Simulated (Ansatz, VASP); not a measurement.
# Cross-check of C between VASP and Ansatz

Aim: how closely do two programs agree when they are given the same cell, functional and k mesh? The structure shown is the start of the Ansatz relaxation below; VASP solves that cell, so the two are compared at the walk's first step.

Method: plane waves, with VASP 6.6.1 beside it; single point at RPBE, in Ansatz 0.2.0.

## 1. Set-up

The cell holds 2 atoms: 2 C. Cell: a = 2.470 Å, b = 2.470 Å, c = 23.868 Å, α = 90.0°, β = 90.0°, γ = 60.0°. It derives from C. As first built, before any earlier steps moved the atoms (in the runner's words): one layer cut from layered C (space group P6_3mc). Vacuum lies along c. The height across the vacuum is the one that the program set for its solve, not the one typed.

## 2. Ansatz: relaxation, RPBE

Ansatz runs on its default PAW (the set named soft_2) files.

The two programs are compared at the cell with which this relaxation starts, whose forces are those of its first step.

input.yaml

```yaml
crystal:
  lattice:
    - [2.47, 0.0, 0.0]
    - [1.235, 2.13908275, 0.0]
    - [0.0, 0.0, 16.03395]
  atoms:
    - { symbol: C, position: [0.0, 0.0, 0.49894131] }
    - { symbol: C, position: [0.66666667, 0.66666667, 0.50105869] }
  periodic: [true, true, false]
kpoints:
  mp_grid: { grid: [10, 10, 1] }
scf:
  occupations: { method: fermi_dirac, width: 0.05 }
hamiltonian:
  xc: rpbe
output:
  forces: true
  stress: true
relax:
  f_tol: 0.02
  max_steps: 50
  cell: {}
```

Started as:

```
$ ansatz run input.yaml --threads 1 --pin off --max-ram 4096MiB --backend cpu --events-out ev --progress --plain --runs-dir out
```

Numbers of over 12 decimals in the logs are rounded to 6 here.

The log of the run:

```text
Warning: crystal.periodic: the lattice vector that does not repeat stood 0.000° off the slab's normal, 16.034 Å along it as the deck builds it. The run solves the slab on a vector along the normal, 23.868 Å long, with every atom where it was (on the deck's vector they left 16.00 Å outside them, and the widest stretch free of ions among them is 0.03 Å). A fractional position that the run reports is one of the run's ce [...]
crystal.periodic: the lattice vector that does not repeat stood 0.000° off the slab's normal, 16.034 Å along it as the deck builds it. The run solves the slab on a vector along the normal, 23.868 Å long, with every atom where it was (on the deck's vector they left 16.00 Å outside them, and the widest stretch free of ions among them is 0.03 Å). A fractional position that the run reports is one of the run's cell, which [...]
Engine: ansatz 0.2.0, aarch64-unknown-linux-gnu
Pseudopotentials: kind: paw
Pseudopotential: C, paw, valence charge 4, recommended cutoff 420 eV (normal), C.paw.azcp
Functional definition: RPBE
  parameter kappa = 0.804
  parameter beta = 0.066725
  exchange = rpbe_x(kappa = kappa, mu = beta*pi^2/3)
  correlation = pbe_c(beta = beta)
Crystal: 2 atoms, lattice volume = 126.107 Å³
Basis set: ecut = 420 eV, 2365 PW (Γ), exchange–correlation on 36×36×320 points (8 copies of the dense FFT grid, shifted against one another)
Bands: 8, of which v1, the nominal top of the filled ones, is band 4 counted from 1 (3 counted from 0)
Symmetry: 12 space group operations
Space group: P-3m1 (ITA 164), of the structure as read, at distance tolerance 5.0e-5 Å
k-points: 14 of 100
Non-local potential: C, projectors of the file, l = 0: 2, l = 1: 2, l = 2: 1
PAW form: soft (Blöchl's): semilocal exchange-correlation on the pseudo side does not see the compensation charge
PAW frozen core: C, regenerated for the run's functional, and the local potential with it (the file was generated under x = pbe(κ = 0.804, μ = 0.219515), c = pbe(β = 0.066725))
PAW one-centre angular grid: C, 110 points (default); XC on 64 Gauss nodes
Initial density: superposition of atomic densities (neutral atoms: chi_scale 0, normalization atom), corrected by the library's trained network
Initial wavefunctions: pseudopotential atomic-orbital guess
Functional: x = rpbe, c = pbe(β = 0.066725)
SCF iter   1: F=—  HF=-504.507367 eV  |F-HF|=—  |Δ(HF+E_count)|=         —  Δρ=1.80e-3  dr2=2.85e-3  ethr=1.77e-3  ⟨swp⟩=8.5  Hψ=1093  notcnv=0
preconditioner: auto → none  [insulator: Δε(μ)=2.025 eV  Ē_g=16.226 eV  σ=0.050 eV  W_gap=1.00  n_scr=12 (ndim 8)  ℏωp=9.4 eV  f_vac=0.814  D(μ)=0.00/eV (n_scr^D=0)  ε∞_Penn≈1.3]
SCF iter   2: F=—  HF=-504.505903 eV  |F-HF|=—  |Δ(HF+E_count)|=   1.46e-3  Δρ=9.29e-4  dr2=5.11e-4  ethr=3.56e-5  ⟨swp⟩=3.0  Hψ=361  notcnv=0
SCF iter   3: F=—  HF=-504.505870 eV  |F-HF|=—  |Δ(HF+E_count)|=   3.26e-5  Δρ=1.14e-4  dr2=8.33e-6  ethr=6.39e-6  ⟨swp⟩=4.3  Hψ=297  notcnv=0
SCF iter   4: F=—  HF=-504.505927 eV  |F-HF|=—  |Δ(HF+E_count)|=   5.74e-5  Δρ=3.00e-5  dr2=1.24e-6  ethr=1.04e-7  ⟨swp⟩=4.0  Hψ=323  notcnv=0
iter 5 did not close the SCF: its close was put off for the readings that it lacked (scf_convergence_deferred on its scf_iter line)
SCF iter   5: F=-504.505928 eV  HF=-504.505928 eV  |F-HF|=3.92e-8  |Δ(HF+E_count)|=   7.62e-7  Δρ=4.33e-6  dr2=1.96e-8  ethr=1.55e-8  ⟨swp⟩=2.9  Hψ=194  notcnv=0
SCF iter   6: F=-504.505928 eV  HF=-504.505928 eV  |F-HF|=3.87e-12  |Δ(HF+E_count)|=   4.21e-8  Δρ=4.67e-7  dr2=4.04e-10  ethr=2.45e-10  ⟨swp⟩=3.4  Hψ=498  notcnv=0
SCF 1 converged in 6 iterations: F = -504.505928 eV  dr2 = 4.04e-10
  greatest PAW one-centre occupation: 0.675 electrons in one spin orbital (limit 2), on the C atom at site 1 (counted from 0), in its partial waves of l = 0
relax step   1: F+E_penalty+E_count = -504.50592809 eV  Δ(F+E_penalty+E_count) = +0.000e0 eV  max|allowed force component| = 5.554e-1 eV/Å  Δτ_max = 0.0000 Å  P = +1.144 N/m  Ω = 126.107 Å³  fix = [c, alpha, beta]  reactions: c +0.000 N/m  (6 SCF iters, dr2 threshold 1.00e-7 eV, accepted)
[...]
relax step   2: F+E_penalty+E_count = -504.51516192 eV  Δ(F+E_penalty+E_count) = -9.234e-3 eV  max|allowed force component| = 1.794e-1 eV/Å  Δτ_max = 0.0225 Å  P = +0.205 N/m  Ω = 126.681 Å³  energy of the carried Pulay correction = -2.204e-4 eV  fix = [c, alpha, beta]  reactions: c +0.000 N/m  (6 SCF iters, dr2 threshold 2.00e-7 eV, accepted)
[...]
relax step   3: F+E_penalty+E_count = -504.51613716 eV  Δ(F+E_penalty+E_count) = -9.752e-4 eV  max|allowed force component| = 2.614e-4 eV/Å  Δτ_max = 0.0055 Å  P = +0.025 N/m  Ω = 126.793 Å³  energy of the carried Pulay correction = -2.631e-4 eV  fix = [c, alpha, beta]  reactions: c +0.000 N/m  (4 SCF iters, dr2 threshold 2.00e-7 eV, accepted)
[...]
relax step   4: F+E_penalty+E_count = -504.51650773 eV  Δ(F+E_penalty+E_count) = -3.706e-4 eV  max|allowed force component| = 1.999e-4 eV/Å  Δτ_max = 0.0000 Å  P = +0.036 N/m  Ω = 126.793 Å³  fix = [c, alpha, beta]  reactions: c +0.000 N/m  stress off target by 3.58e-2 N/m on what of the cell is left free  SCF on the basis re-selected at this cell (its energy is not comparable with the rows above)  (4 SCF iters)
basis re-selected at this cell: Δ(F+E_penalty+E_count) = -3.706e-4 eV, ΔP = +0.011 N/m vs the last step (what re-selecting the basis moved, of the pressure what is left beyond the Pulay correction that the steps carried, after the strain that the cell walked since its last selection, with what the two solves' SCF thresholds leave and, on support functions, any second-order correction that the steps lacked; it is no m [...]
SCF converged after 4 iterations
Free energy (F): -504.516508 eV
Harris-Foulkes:  -504.516508 eV  (|F-HF|=1.66e-9)
Internal energy: -504.516508 eV  (E = F + TS)
E sigma→0 (E₀):  -504.516508 eV
Fermi energy:    -4.167047 eV
--- Per-component energies (eV) ---
  E_band       = -106.340502
  E_kinetic    = 180.776549
  E_local      = -6107.343329  (includes V_loc(G=0)·N_el)
  E_nonlocal   = 53.174240
  E_hartree    = 2949.198848
  E_xc         = -96.090103
  E_vxc        = -118.716906  (∫ρ·V_xc dr)
  E_paw        = -200.829948  (= ΣΔE_a)
  E_vpaw       = -12.628883  (= ΣTr[D̂ρ^β])
  E_aug_tail   = 0.000013  (compensation charges beyond the density's cutoff)
  E_ewald      = 2716.626850
  E_core_change = -0.029629  (= ΣΔE_core)
  E_smearing   = -0.000000  (= −TS)
  E_closure    = 0.000000  (closes the sum)
  Σ components = -504.516508   (vs F -504.516508, Δ=0.00e0)
--- Forces (eV/Å), atoms counted from 1 ---
  atom   1  C     -0.00000000     0.00000000    -0.00019989
  atom   2  C      0.00000000    -0.00000000     0.00019989
  max |Σ_I F_I| component: 1.85e-17 eV/Å
--- 2D stress c σ (N/m, compression-positive) ---
        0.035764      -0.000000      -0.000000
       -0.000000       0.035764      -0.000000
       -0.000000      -0.000000       0.000000
  P = ½ c Tr σ = 0.0358 N/m
--- Relaxed structure (3 steps of the walk, 3 accepted, 1 SCFs on fresh bases) ---
  F+E_penalty+E_count = -504.51650773 eV   max|allowed force component| = 1.999e-4 eV/Å   (the final SCF, on the basis selected at the relaxed cell)
  cell:  # Å, volume = 126.7926 Å³
    - [2.476706, 0.0, 0]
    - [1.238353, 2.144891, 0]
    - [0, 0, 23.867900]
  atoms:
    - { symbol: C, position: [-5.887023696297355e-17, -1.5034270262995764e-17, 0.335890] }
    - { symbol: C, position: [0.666667, 0.666667, 0.335889] }
```

In the SCF lines HF is the Harris–Foulkes energy and dr2 the Hartree energy of the density residual, in eV; the loop may stop once dr2 is under the threshold and the program's other checks hold. Hψ counts applications of the Hamiltonian.

## 3. VASP: single point, RPBE, start cell

The same cell, functional, mesh and smearing now go to VASP, with its own data sets.

Lines of VASP's logs that name or quote its potential files are left out, and so is its time.

INCAR

```
SYSTEM = C
PREC = Accurate
ENCUT = 520
EDIFF = 1E-06
NELM = 120
ISMEAR = -1
SIGMA = 0.05
LREAL = .FALSE.
ALGO = Normal
GGA = RP
NBANDS = 10
LORBIT = 11
LWAVE = .FALSE.
LCHARG = .FALSE.
ISIF = 2
LDIPOL = .TRUE.
IDIPOL = 3
DIPOL = 0.5 0.5 0.336
LVHAR = .TRUE.
LASPH = .TRUE.
GGA_COMPAT = .FALSE.
EFERMI = MIDGAP
NELMDL = -8
```

POSCAR

```
C
1.0
    2.4700000000      0.0000000000      0.0000000000
    1.2350000000      2.1390830000      0.0000000000
    0.0000000000      0.0000000000     23.8679000000
C
2
Direct
    0.0000000000      0.0000000000      0.3351782101
    0.6666667446      0.6666665108      0.3366006226
```

KPOINTS

```
Automatic mesh
0
Gamma
10 10 1
0 0 0
```

PAW data sets: C (PBE family, release 64).

Started as:

```
$ mpirun -np 1 vasp_std
```

The log of the run:

```text
[banner, memory and clock lines left out]
running    1 mpi-ranks, on    1 nodes
 distrk:  each k-point on    1 cores,    1 groups
 distr:  one band on    1 cores,    1 groups

 POSCAR found type information on POSCAR C
 POSCAR found :  1 types and       2 ions
|                                                                             |
|               ----> ADVICE to this user running VASP <----                  |
|                                                                             |
|     You enforced a specific xc type in the INCAR file but a different       |
|     [... a line on the potential file left out ...]
|     I HOPE YOU KNOW WHAT YOU ARE DOING!                                     |
|                                                                             |

 LDA part: xc-table for (Slater+PW92), standard interpolation
 POSCAR, INCAR and KPOINTS ok, starting setup
 FFT: planning ... GRIDC
 FFT: planning ... GRID_SOFT
 FFT: planning ... GRID
 WAVECAR not read
 entering main loop
       N       E                     dE             d eps       ncg     rms          rms(c)
DAV:   1     0.551070896001E+02    0.55107E+02   -0.32946E+03   288   0.574E+02
DAV:   2    -0.136888109147E+02   -0.68796E+02   -0.58935E+02   398   0.115E+02
DAV:   3    -0.187582638025E+02   -0.50695E+01   -0.50670E+01   396   0.438E+01
DAV:   4    -0.188086464684E+02   -0.50383E-01   -0.50370E-01   446   0.455E+00
DAV:   5    -0.188093391282E+02   -0.69266E-03   -0.69257E-03   410   0.378E-01
DAV:   6    -0.188093401731E+02   -0.10449E-05   -0.10448E-05   422   0.188E-02
DAV:   7    -0.188093402065E+02   -0.33462E-07   -0.33473E-07   416   0.228E-03
DAV:   8    -0.188093402066E+02   -0.46384E-10   -0.62805E-10   452   0.100E-04    0.640E+00
DAV:   9    -0.179833653671E+02    0.82597E+00   -0.73695E-01   408   0.511E+00    0.385E+00
DAV:  10    -0.176516534305E+02    0.33171E+00   -0.10789E+00   398   0.608E+00    0.900E-01
DAV:  11    -0.176413111607E+02    0.10342E-01   -0.19305E-02   388   0.918E-01    0.108E-01
DAV:  12    -0.176374572422E+02    0.38539E-02   -0.17072E-03   346   0.217E-01    0.705E-02
DAV:  13    -0.176347567418E+02    0.27005E-02   -0.22480E-03   372   0.226E-01    0.316E-02
DAV:  14    -0.176346710616E+02    0.85680E-04   -0.43691E-04   324   0.109E-01    0.207E-02
DAV:  15    -0.176354643738E+02   -0.79331E-03   -0.12118E-04   338   0.663E-02    0.119E-02
DAV:  16    -0.176362365865E+02   -0.77221E-03   -0.17097E-04   336   0.472E-02    0.512E-03
DAV:  17    -0.176363120448E+02   -0.75458E-04   -0.29968E-06   396   0.862E-03    0.423E-03
DAV:  18    -0.176364381179E+02   -0.12607E-03   -0.15613E-05   328   0.117E-02    0.122E-03
DAV:  19    -0.176364576106E+02   -0.19493E-04   -0.31005E-07   322   0.304E-03    0.681E-04
DAV:  20    -0.176364636797E+02   -0.60690E-05   -0.39597E-07   322   0.259E-03    0.147E-04
DAV:  21    -0.176364654654E+02   -0.17858E-05   -0.29508E-08   332   0.734E-04    0.841E-05
DAV:  22    -0.176364656100E+02   -0.14457E-06   -0.10567E-09   344   0.201E-04
   1 F= -.17636466E+02 E0= -.17636466E+02  d E =-.407389E-09
```

OUTCAR, selected parts (step 3):

```text
ion  position               nearest neighbor table
   1  0.000  0.000  0.335-   2 1.43   2 1.43   2 1.43
   2  0.667  0.667  0.337-   1 1.43   1 1.43   1 1.43

  LATTYP: Found a hexagonal cell.
 ALAT       =     2.4700002188
 C/A-ratio  =     9.6631165529

 Subroutine GETGRP returns: Found 12 space group operations
 (whereof  6 operations were pure point group operations)

The static configuration has the point symmetry C_3v.
 The point group associated with its full space group is D_3d.

 Found     14 irreducible k-points:

   k-points           NKPTS =     14   k-points in BZ     NKDIM =     14   number of bands    NBANDS=     10

   dimension x,y,z NGX =    18 NGY =   18 NGZ =  180
   dimension x,y,z NGXF=    36 NGYF=   36 NGZF=  360

   ENCUT  =  520.0 eV  38.22 Ry    6.18 a.u.   4.59  4.59 44.38*2*pi/ulx,y,z

   NELECT =       8.0000    total number of electrons

 k-points in reciprocal lattice and weights: Automatic mesh
   0.00000000  0.00000000  0.00000000       0.010
   0.10000000  0.00000000  0.00000000       0.060
   0.20000000  0.00000000  0.00000000       0.060
   0.30000000  0.00000000  0.00000000       0.060
   0.40000000  0.00000000  0.00000000       0.060
   0.50000000  0.00000000  0.00000000       0.030
   0.20000000  0.10000000  0.00000000       0.060
   0.30000000  0.10000000  0.00000000       0.120
   0.40000000  0.10000000  0.00000000       0.120
[...]
-0.40000000  0.20000000  0.00000000       0.060
  -0.40000000  0.30000000  0.00000000       0.060

 dipolmoment           0.000000      0.000000      0.000001 electrons x Angstroem

 average (electrostatic) potential at core
       1 -58.5447       2 -58.5447

 E-fermi :  -2.8957

 k-point     1 :       0.0000    0.0000    0.0000
  band No.  band energies     occupation
      1     -22.4474      2.00000
      2     -10.4605      2.00000
      3      -5.9121      2.00000
      4      -5.9121      2.00000
      5       0.2389      0.00000
      6       0.9813      0.00000
      7       1.3344      0.00000
      8       1.8911      0.00000
      9       2.2703      0.00000
    ...

 k-point     2 :       0.1000    0.0000    0.0000
  band No.  band energies     occupation
      1     -22.2114      2.00000
      2     -10.1805      2.00000
      3      -6.8391      2.00000
      4      -6.3848      2.00000
      5       0.5590      0.00000
      6       1.3053      0.00000
      7       1.6626      0.00000
      8       2.2176      0.00000
      9       2.5961      0.00000
    ...

 k-point     3 :       0.2000    0.0000    0.0000
  band No.  band energies     occupation
      1     -21.5068      2.00000
      2      -9.3555      2.00000
      3      -9.0304      2.00000
      4      -7.3983      2.00000
      5       1.5177      0.00000
      6       2.2743      0.00000
      7       2.6472      0.00000
      8       3.1956      0.00000
      9       3.5712      0.00000
    ...

  Total        0.4457422      0.4457423     -0.0305004     -0.0000000      0.0000000     -0.0000000
  in kB        5.6631165      5.6631179     -0.3875050     -0.0000000      0.0000000     -0.0000000
  external PRESSURE =       3.6462431 kB  Pullay stress =       0.0000000 kB

  energy-cutoff  :      520.00
  volume of cell :      126.11
      direct lattice vectors                 reciprocal lattice vectors
     2.470000000  0.000000000  0.000000000     0.404858300 -0.233745021  0.000000000
     1.235000000  2.139083000  0.000000000     0.000000000  0.467490041  0.000000000
     0.000000000  0.000000000 23.867900000     0.000000000  0.000000000  0.041897276

 POSITION                                       TOTAL-FORCE (eV/Angst)
 -----------------------------------------------------------------------------------
      0.00000      0.00000      8.00000        -0.000000     -0.000000      0.553111
      2.47000      1.42605      8.03395         0.000000      0.000000     -0.553111
 -----------------------------------------------------------------------------------
    total drift:                                0.000000      0.000063      0.000016

  FREE ENERGIE OF THE ION-ELECTRON SYSTEM (eV)
  ---------------------------------------------------
  free  energy   TOTEN  =       -17.6364656100 eV

  energy  without entropy=      -17.6364656096  energy(sigma->0) =      -17.63646561

 vacuum level on the upper side and lower side of the slab         1.254         1.254

 total charge
# of ion       s       p       d       tot
------------------------------------------
    1        0.869   1.779   0.000   2.648
    2        0.869   1.779   0.000   2.648
--------------------------------------------------
tot          1.739   3.557   0.000   5.296

[... 3 further parts left out ...]
```

## 4. Side by side

Known differences besides the potentials themselves: Ansatz cuts the interaction across the vacuum, VASP repeats the sheet with a dipole correction; the cutoff is 420 eV in Ansatz and 520 eV in VASP; Ansatz makes its cores anew for this functional, VASP keeps those of its PBE data sets. Total energies have different zeros and are not compared.

Forces (eV/Å; atoms numbered as in POSCAR):

| atom | Ansatz x, y, z | VASP x, y, z |
| --- | --- | --- |
| C1 | 0.000, 0.000, 0.555 | 0.000, 0.000, 0.553 |
| C2 | 0.000, 0.000, -0.555 | 0.000, 0.000, -0.553 |

The forces differ by 1.3 meV/Å r.m.s., which is 0.4 % of the r.m.s. force of 0.319 eV/Å (both taken over all components). With vacuum in the cell, a pressure given here is an average over mostly empty space and none of the material.

## 5. Outcome

| Property | Result |
| --- | --- |
| r.m.s. force difference (single point, RPBE, start cell) | 0.41 % of the r.m.s. force |

In words: The r.m.s. force difference is 0.41 % of the r.m.s. force (single point, RPBE, start cell), within the 3 % picked in this series as the mark of a large difference. 1 further run of this series is not shown here. How closely two codes agree says nothing of how well the functional describes the real material.

[Lines on the potential files, build, host, timing and source positions are cut from VASP's logs without a mark.]

[Logs are printed without paths, hosts, clocks, repeated set-up lines and the standing remarks that a program may print on its own settings, such as how far it seeks lower states.]

[Hosts, paths, dates, database ids (printed as entryN), source tags and the programs' standing remarks are cut or masked in the printed files.]
